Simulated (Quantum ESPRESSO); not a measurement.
LiH:

```
CELL_PARAMETERS angstrom
0.00000 2.03675 2.03675
2.03675 0.00000 2.03675
2.03675 2.03675 0.00000
ATOMIC_POSITIONS crystal
Li 0.00000 0.00000 0.00000
H 0.50000 0.50000 0.50000
```

Base run:

| Item | Value |
| --- | --- |
| Program | Quantum ESPRESSO 7.5 |
| Functional | PBE |
| Potentials or basis | SG15 PBE 1.2 |
| Cutoff | 952 eV |
| Density cutoff | 3810 eV |
| k mesh | 8 × 8 × 8 |
| Occupations | fermi-dirac, width 0.05 eV |
| Spin | no spin polarisation |

Its results: band gap on the k mesh 3.02 eV, direct; pressure -1.7 GPa.

Question: The run is repeated on the same cell with these changes: functional from PBE to r2SCAN. What comes out?

Answer: Band gap on the k mesh 3.68 eV, direct; pressure -1.4 GPa.

r2SCAN gives the wider gap, since meta-GGAs in the generalised Kohn-Sham scheme recover part of the derivative discontinuity.

Caveats: the potentials were made for another functional, which shifts forces and pressure (some runs).

Not every run made on this cell is shown here.
